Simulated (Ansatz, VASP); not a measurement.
**SnO in VASP and in Ansatz**

```
Sn O
1.0
     3.30111    0.00000    0.00000
     0.00000    3.30111    0.00000
     0.00000    0.00000    3.30111
Sn O
1 1
Direct
  0.00000 0.00000 0.00000
  0.50000 0.50000 0.50000
```

Alike in both runs: task single point; functional PBE; k mesh 6 × 6 × 6; occupations gaussian, width 0.1 eV; no spin polarisation.

```csv
,VASP,Ansatz
version,VASP 6.6.1,Ansatz 0.2.0
potentials or method,"VASP PAW PBE potentials, release 64 (Sn_d, O)","scalar-relativistic, plane waves, PAW"
plane-wave cutoff (eV),520,420
valence electrons in the cell,20,20
```

Ansatz gave:

| Property | Result |
| --- | --- |
| gap on the k mesh at the Fermi level (eV) | 0.60 |
| least direct gap on the mesh (eV) | 1.03 |
| pressure (GPa) | -10.8 |

Task: Estimate VASP's values.

Result: gap on the k mesh at the Fermi level (eV): 0.60; least direct gap on the mesh (eV): 1.03; pressure (GPa): -11.0.

The functional is the same, so the differences come from potentials, cutoffs and numerics.

Caveats: spin-orbit coupling is left out, which moves the levels of the heavy elements. A k mesh can miss the band edges.
